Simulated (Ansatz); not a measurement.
# Si3C: the cost of one run

Program: Ansatz 0.2.0. Level of theory: DFT PBE, scalar-relativistic, plane waves, PAW. These are calculated values, not measurements.

## Step 1: The structure to begin with

Symmetry: P4/mmm, No. 123, tetragonal system. The conventional cell has a = 2.743 Å, b = 2.743 Å, c = 7.760 Å, α = 90.00°, β = 90.00°, γ = 90.00°. Si (site symmetry 4/mmm) has 12 Si at 2.74 Å as nearest neighbours. Si (site symmetry 4mm) is surrounded by 8 Si at 2.74 Å and 4 C at 2.74 Å. C (site symmetry 4/mmm) is surrounded by 8 Si at 2.74 Å and 4 C at 2.74 Å.

Coordinates:

```
CELL_PARAMETERS angstrom
2.74344 0.00000 0.00000
0.00000 2.74344 0.00000
0.00000 0.00000 7.75961
ATOMIC_POSITIONS crystal
Si 0.00000 0.00000 0.00000
Si 0.50000 0.50000 0.25000
Si 0.50000 0.50000 0.75000
C 0.00000 0.00000 0.50000
```

The start is an ordering of an alloy on its end members' structure types: elements ordered on the sites of the Os type, Si/C on Os (P4/mmm, No. 123).

## Step 2: A first look at the guess

Contents of input.yaml:

```yaml
crystal:
  lattice:
    - [2.74343561, 0.0, 0.0]
    - [0.0, 2.74343561, 0.0]
    - [0.0, 0.0, 7.75960769]
  atoms:
    - { symbol: Si, position: [0.0, 0.0, 0.0] }
    - { symbol: Si, position: [0.5, 0.5, 0.25] }
    - { symbol: Si, position: [0.5, 0.5, 0.75] }
    - { symbol: C, position: [0.0, 0.0, 0.5] }
basis:
  ecutwfc: 420
kpoints:
  mp_grid: { grid: [6, 6, 2] }
hamiltonian:
  xc: pbe
scf:
  occupations: { method: gaussian, width: 0.1 }
  lower_state_search: "off"
output:
  forces: true
  stress: true
  eigenvalues: true
```

Command:

```bash
> ansatz run input.yaml --threads 1 --pin off --max-ram 2560MiB --backend cpu --events-out ev --progress --plain --runs-dir out
```

**Question.** How long does this run take on 1 thread of Intel Xeon at 2.70GHz, shared host, and how much memory does it need?

About 2.5 s, with a peak of 0.32 GiB.
